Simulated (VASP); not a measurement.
```
CELL_PARAMETERS angstrom
      1.35000    -2.33827     0.00000
      1.35000     2.33827     0.00000
      0.00000     0.00000     4.38000
ATOMIC_POSITIONS crystal
  Be 0.66667 0.33333 0.50000
  Be 0.33333 0.66667 0.00000
  O  0.66667 0.33333 0.87800
  O  0.33333 0.66667 0.37800
```

The numbers are results of PBE GGA, VASP's PBE PAW potentials (set 64) (plane waves; VASP), not measurements. Run with 520 eV cut-off, 7×7×4 Γ-centred mesh, Gaussian smearing of 0.050 eV, potentials Be O.

Task: The ions, cell shape and volume are relaxed. Give the cell that the relaxation ends in.

Result: 
```
CELL_PARAMETERS angstrom
      1.35696    -2.35032     0.00000
      1.35696     2.35032     0.00000
      0.00000     0.00000     4.40561
ATOMIC_POSITIONS crystal
  Be 0.66667 0.33333 0.50004
  Be 0.33333 0.66667 0.00004
  O  0.66667 0.33333 0.87796
  O  0.33333 0.66667 0.37796
```
Space group P6_3mc (186), at a tolerance of 0.03 Å.

Task: How do energy and volume change from the first to the last step?

Result: The energy (σ→0) changes by -1.2 meV/atom and the volume by +1.6 %, in 3 ionic steps.

```
step  E(σ→0) (eV)  max force (eV/Å)  pressure (GPa)  volume (Å³)
----  -----------  ----------------  --------------  -----------
1        -28.4560             0.005            3.43        27.65
2        -28.4603             0.002           -1.12        28.25
3        -28.4608             0.003            0.00        28.10
```

The compound is BeO in the wurtzite structure. This run relaxes it. Symmetry was kept, so distortions that lower it aren't found.
